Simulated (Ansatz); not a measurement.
# Bi (R-3m) in Ansatz: reference runs

How does Bi come out in PBE? The cell is run as given and disturbed.

Program: Ansatz 0.2.0. These are calculated values, not measurements. Logs are shortened: lines on timing, memory, paths and dates and some standing lists are left out, and cuts for length are marked.

## Step 1: Starting point

The structure is trigonal, space group R-3m (No. 166). Conventional cell: a = 4.535 Å, b = 4.535 Å, c = 11.814 Å, α = 90.00°, β = 90.00°, γ = 120.00°. Bi (site symmetry 3m) is surrounded by 6 Bi at 3.06 to 3.52 Å.

## Step 2: Single point, PBE

The input, input.yaml:

```yaml
crystal:
  lattice:
    - [2.2675, 1.3091417354, 3.938]
    - [-2.2675, 1.3091417354, 3.938]
    - [0.0, -2.6182834708, 3.938]
  atoms:
    - { symbol: Bi, position: [0.766, 0.766, 0.766] }
    - { symbol: Bi, position: [0.234, 0.234, 0.234] }
kpoints:
  mp_grid: { grid: [7, 7, 7] }
scf:
  occupations: { method: fermi_dirac, width: 0.05 }
hamiltonian:
  xc: pbe
  pseudopotentials: { kind: all_electron, lapw: { basis_error: 0.001 } }
output:
  forces: true
  stress: true
  eigenvalues: true
  populations: true
```

Potentials or basis: all-electron LAPW, scalar-relativistic.

The run is started by

```sh
$ ansatz run input.yaml --threads 1 --pin off --max-ram 2560MiB --backend cpu --events-out ev --progress --plain --runs-dir out
```

Log:

```text
Warning: RAYON_NUM_THREADS=1 ignored (pool sized by the plan → 1); use --threads N
Bi: projections on atomic orbitals take those of the free atom 1s2 2s2 2p6 3s2 3p6 3d10 4s2 4p6 4d10 4f14 5s2 5p6 5d10 6s2 6p3, of charge +0.00 (hamiltonian.pseudopotentials.projection_atoms)
LAPW: plane waves up to 7.498 Å⁻¹, error target 1.0e-3 eV per atom; small_component_spin mean_spin; Bi in spheres of 1.532 Å, 37 of its electrons in bands, Dirac shells [] (how accurate: hamiltonian.pseudopotentials.lapw.basis_error, Limitations)
Engine: ansatz 0.2.0, x86_64-unknown-linux-gnu
Pseudopotentials: kind: all_electron
Pseudopotential: Bi, LAPW, valence charge 37, lapw/all_electron/scalar/gaussian/Bi, Koelling and Harmon's equation, gaussian nucleus
Functional definition: PBE
  parameter kappa = 0.804
  parameter beta = 0.06672455060314922
  exchange = pbe_x(kappa = kappa, mu = beta*pi^2/3)
  correlation = pbe_c(beta = beta)
Crystal: 2 atoms, lattice volume = 70.139 Å³
Basis set: ecut = 214.18238476764213 eV, 507 PW (Γ), exchange–correlation at level 2
Bands: 45, of which v1, the nominal top of the filled ones, is band 37 counted from 1 (36 counted from 0)
Symmetry: 12 space group operations
Space group: R-3m (ITA 166), of the structure as read, at distance tolerance 4.1e-5 Å
k-points: 44 of 343
Non-local potential: Bi, projectors of the file, none
Initial density: superposition of atomic densities (chi_scale 0.1, normalization cell)
Initial wavefunctions: plane waves of lowest kinetic energy (no species holds an atomic orbital)
Functional: x = pbe(κ = 0.804, μ = 0.2195149727645171), c = pbe(β = 0.06672455060314922)
iter 1 solved again at ethr=7.10e-5 eV; its pass at ethr=1.00e-1 eV (dr2=5.25e-2 eV) is discarded
SCF iter   1: F=—  HF=-1171411.957305 eV  |F-HF|=—  |Δ(HF+E_count)|=         —  Δρ=8.84e-3  dr2=5.27e-2  ethr=7.10e-5  ⟨swp⟩=3.0  Hψ=12365  notcnv=0
preconditioner: auto → Resta (q_TF=auto, 2.753 Å⁻¹)  ε∞=2.1  [insulator: Δε(μ)=0.264 eV  Ē_g=23.069 eV  σ=0.050 eV  W_gap=0.86  n_scr=20 (ndim 8)  ℏωp=24.3 eV  f_vac=0.159  D(μ)=0.13/eV (n_scr^D=0)  ε∞_Penn≈2.1]
SCF iter   2: F=—  HF=-1171411.955827 eV  |F-HF|=—  |Δ(HF+E_count)|=   1.48e-3  Δρ=5.34e-3  dr2=2.16e-2  ethr=7.10e-5  ⟨swp⟩=2.0  Hψ=5767  notcnv=0
iter 3 solved again at ethr=8.74e-7 eV; its pass at ethr=2.91e-5 eV (dr2=6.47e-4 eV) is discarded
SCF iter   3: F=—  HF=-1171411.958733 eV  |F-HF|=—  |Δ(HF+E_count)|=   2.91e-3  Δρ=9.58e-4  dr2=6.47e-4  ethr=8.74e-7  ⟨swp⟩=2.0  Hψ=9779  notcnv=0
SCF iter   4: F=—  HF=-1171411.957680 eV  |F-HF|=—  |Δ(HF+E_count)|=   1.05e-3  Δρ=2.79e-4  dr2=9.52e-5  ethr=8.74e-7  ⟨swp⟩=2.0  Hψ=5766  notcnv=0
SCF iter   5: F=—  HF=-1171411.957731 eV  |F-HF|=—  |Δ(HF+E_count)|=   5.16e-5  Δρ=9.60e-5  dr2=1.16e-5  ethr=1.29e-7  ⟨swp⟩=2.9  Hψ=5871  notcnv=0
SCF iter   6: F=—  HF=-1171411.957739 eV  |F-HF|=—  |Δ(HF+E_count)|=   7.93e-6  Δρ=3.05e-5  dr2=1.17e-6  ethr=1.56e-8  ⟨swp⟩=3.0  Hψ=5909  notcnv=0
SCF iter   7: F=—  HF=-1171411.957741 eV  |F-HF|=—  |Δ(HF+E_count)|=   1.38e-6  Δρ=1.01e-5  dr2=1.19e-7  ethr=1.58e-9  ⟨swp⟩=3.0  Hψ=5956  notcnv=0
SCF iter   8: F=-1171411.957741 eV  HF=-1171411.957741 eV  |F-HF|=9.31e-9  |Δ(HF+E_count)|=   1.09e-8  Δρ=2.55e-6  dr2=4.38e-9  ethr=1.61e-10  ⟨swp⟩=3.0  Hψ=5912  notcnv=0
SCF 1 converged in 8 iterations: F = -1171411.957741 eV  dr2 = 4.38e-9
SCF converged after 8 iterations
Free energy (F): -1171411.957741 eV
Harris-Foulkes:  -1171411.957741 eV  (|F-HF|=9.31e-9)
Internal energy: -1171411.956422 eV  (E = F + TS)
E sigma→0 (E₀):  -1171411.957081 eV
Entropy (-TS):   -0.001318 eV (-0.659 meV/atom)
Fermi energy:    13.339544 eV
--- Per-component energies (eV) ---
  E_band       = -5373.715201
  E_kinetic    = 1356071.021634
  E_xc         = -21611.509640
  E_electrostatic = -2505871.468417  (all electrons and nuclei)
  E_smearing   = -0.001318  (= −TS)
  E_closure    = 0.000000  (closes the sum)
  E_atoms      = -1171404.213804  (free atoms, spherical and without spin; not in F)
  Σ components = -1171411.957741   (vs F -1171411.957741, Δ=0.00e0)
  Basis errors (estimates in eV, not in F): energy 4.2e-4 per atom: plane waves 3.8e-4 (2.1e-4 summed), levels above the bands 3.4e-71, relativity 6.9e-8, radial functions 4.1e-5, core shells 3.8e-8; eigenvalues (radial functions only) 6.4e-7; not estimated: angular momenta, meshes, grids; target (lapw.basis_error) 1.0e-3; muffin-tin radii Bi 1.532 Å
--- Forces (eV/Å), atoms counted from 1 ---
  atom   1  Bi    -0.00000000    -0.00000000    -0.20058831
  atom   2  Bi     0.00000000     0.00000000     0.20058831
  max |Σ_I F_I| component: 5.55e-17 eV/Å
--- Stress (GPa, compression-positive) ---
        2.186508       0.000000      -0.000000
        0.000000       2.186508      -0.000000
       -0.000000      -0.000000       1.976267
  P = ⅓ Tr σ = 2.1164 GPa (21.164 kbar)
--- Band table (eV; the first three rows and the last of 44) ---
  k-point 0: bands = ["-139.6436", "-139.6433", "-134.7678", "-134.7678", "-134.7677", "-134.7677", "-134.7662", "-134.7662", "-134.7662", "-134.7662", "-134.7656", "-134.7656", "-134.7656", "-134.7656", "-134.7655", "-134.7655", "-77.9008", "-77.9008", "-77.8967", "-77.8966", "-77.8966", "-77.8936", "-9.5228", "-9.5228", "-9.3696", "-9.3696", "-9.3528", "-9.1827", "-9.1704", "-9.1704", "-9.0460", "-9.0460", "0.3211", "6.0076", "11.9486", "12.2049", "12.2049", "15.9355", "16.4049", "16.4049", "19.0780", "19.2097", "19.2097", "19.5549", "19.8377"]
  k-point 1: bands = ["-139.6436", "-139.6433", "-134.7678", "-134.7678", "-134.7677", "-134.7677", "-134.7662", "-134.7662", "-134.7662", "-134.7662", "-134.7656", "-134.7656", "-134.7656", "-134.7656", "-134.7655", "-134.7655", "-77.9008", "-77.9007", "-77.8974", "-77.8966", "-77.8959", "-77.8936", "-9.5081", "-9.5038", "-9.3631", "-9.3581", "-9.3427", "-9.1924", "-9.1801", "-9.1764", "-9.0668", "-9.0615", "0.5135", "5.5655", "12.0182", "12.1911", "12.2308", "15.4813", "15.7563", "15.9641", "18.4803", "19.0173", "19.4417", "20.9874", "21.5290"]
  k-point 2: bands = ["-139.6435", "-139.6434", "-134.7678", "-134.7678", "-134.7677", "-134.7677", "-134.7662", "-134.7662", "-134.7662", "-134.7662", "-134.7656", "-134.7656", "-134.7656", "-134.7656", "-134.7655", "-134.7655", "-77.9008", "-77.9004", "-77.8981", "-77.8966", "-77.8953", "-77.8938", "-9.4702", "-9.4508", "-9.3487", "-9.3272", "-9.3127", "-9.2250", "-9.2075", "-9.1894", "-9.1210", "-9.1009", "1.0767", "4.5002", "12.0304", "12.1905", "12.4941", "14.2948", "14.9166", "15.1247", "18.9016", "19.8292", "20.4438", "23.3929", "24.0704"]
  k-point 43: bands = ["-139.6435", "-139.6433", "-134.7678", "-134.7678", "-134.7677", "-134.7677", "-134.7662", "-134.7662", "-134.7662", "-134.7662", "-134.7656", "-134.7656", "-134.7656", "-134.7656", "-134.7655", "-134.7655", "-77.9006", "-77.9005", "-77.8975", "-77.8968", "-77.8956", "-77.8940", "-9.4346", "-9.4340", "-9.3357", "-9.3288", "-9.3115", "-9.2195", "-9.2019", "-9.1980", "-9.1471", "-9.1426", "1.6934", "3.5640", "10.7114", "12.2086", "12.5647", "14.4790", "14.8847", "16.4814", "19.8812", "20.9373", "21.5189", "23.4531", "24.2779"]
--- Löwdin populations: 2 sites ---
  site symbol       q [e]
     0     Bi     82.9763
     1     Bi     82.9763
  spilling = 0.000286 (of n_electrons = 166.000000)
```

Run time: 13 s. Hardware: 1 thread of Intel Xeon Platinum 8559C (Emerald Rapids), shared host; peak memory 0.4 GiB.

What came out:

* Free energy: -1171411.9577 eV
* Pressure: 2.1 GPa
* Largest force: 0.201 eV/Å
* Band gap on the k mesh: 0.26 eV, indirect (least direct gap 0.53 eV)

Forces in eV/Å, atoms in the order of the input:
```
Bi   0.000  0.000 -0.201
Bi   0.000  0.000  0.201
```

Caveat: spin-orbit coupling is left out, which as a rule narrows the gap of such compounds by several tenths of an eV; an odd mesh through Γ misses points on the zone boundary, where band edges often lie.

## Step 3: Single point, PBE (atoms moved at random, drawn with an rms of 0.05 Å)

input.yaml: that of step 2 with these lines changed.

```diff
@@ -6,4 +6,4 @@
   atoms:
-    - { symbol: Bi, position: [0.766, 0.766, 0.766] }
-    - { symbol: Bi, position: [0.234, 0.234, 0.234] }
+    - { symbol: Bi, position: [0.772434, 0.786245, 0.754061] }
+    - { symbol: Bi, position: [0.23222, 0.238582, 0.232252] }
 kpoints:
```

Potentials or basis: all-electron LAPW, scalar-relativistic.

The run is started by

```sh
$ ansatz run input.yaml --threads 1 --pin off --max-ram 2560MiB --backend cpu --events-out ev --progress --plain --runs-dir out
```

Wall time 50 s (1 thread of Intel Xeon Platinum 8559C (Emerald Rapids), shared host); peak memory 0.78 GiB.

Results (log left out):

* Free energy: -1171411.9342 eV
* Pressure: 2.8 GPa
* Largest force: 0.519 eV/Å
* Band gap on the k mesh: 0.24 eV, indirect (least direct gap 0.53 eV)

Forces on the atoms (eV/Å):
```
Bi   0.047 -0.195 -0.479
Bi  -0.047  0.195  0.479
```

Stress tensor (GPa, compression positive):
```
 2.27  0.13 -0.23
 0.13  3.35  0.91
-0.23  0.91  2.70
```

Levels at points of the mesh, in eV from the valence-band top:
| k point | band 35 | band 36 | band 37 | band 38 | band 39 | band 40 |
| --- | --- | --- | --- | --- | --- | --- |
| (0.00, 0.00, 0.00) | -1.19 | -1.09 | -0.97 | 2.55 | 3.05 | 3.31 |

Caveat: spin-orbit coupling is left out, which as a rule narrows the gap of such compounds by several tenths of an eV; an odd mesh through Γ misses points on the zone boundary, where band edges often lie.
